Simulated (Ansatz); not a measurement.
**TiC under pressure: fit and missing row**

TiC, Fm-3m, a = 4.328 Å. Ansatz: r2SCAN, PAW, 500 eV, Γ-centred 16×16×16 mesh on 2 atoms, Gaussian smearing 0.10 eV; no spin polarisation. Cell and atoms are relaxed at each pressure, and no other structure is tried, so the rows at high pressure may lie past a change of phase.

```
V (Å³/atom) P (GPa)
      8.983    40.05
          ?    20.02
      9.779    10.01
      9.947     5.04
     10.056     2.01
     10.133     0.00
     10.211    -2.00
```

Problem. Take V0 = 10.133 Å³/atom, fit the third-order Birch–Murnaghan form to the other rows, and predict the missing volume.

Solution. With the Eulerian strain f = ½[(V0/V)^(2/3) − 1] and y = P/[3f(1 + 2f)^(5/2)], the form is the line y = B0 + 1.5 B0 (B0′ − 4) f. Rows (f, y): 0.04181, 261.2; 0.01200, 262.0; 0.00621, 262.3; 0.00255, 259.4; -0.00255, 264.8. Means f = 0.01200, y = 261.94; Σ(Δf)² = 0.001223, ΣΔfΔy = -0.04175; the slope is their ratio. y = 262.3 − 34.14 f GPa, so B0 = 262.3 GPa and B0′ = 4 + 2 × (-34.14)/(3 × 262.3) = 3.91. P = 20.02 GPa is met at f = 0.02282 (y = 261.52), so V = V0 (1 + 2f)^(−3/2) = 9.477 Å³/atom. The run gave 9.477 Å³/atom, the same to the digits shown.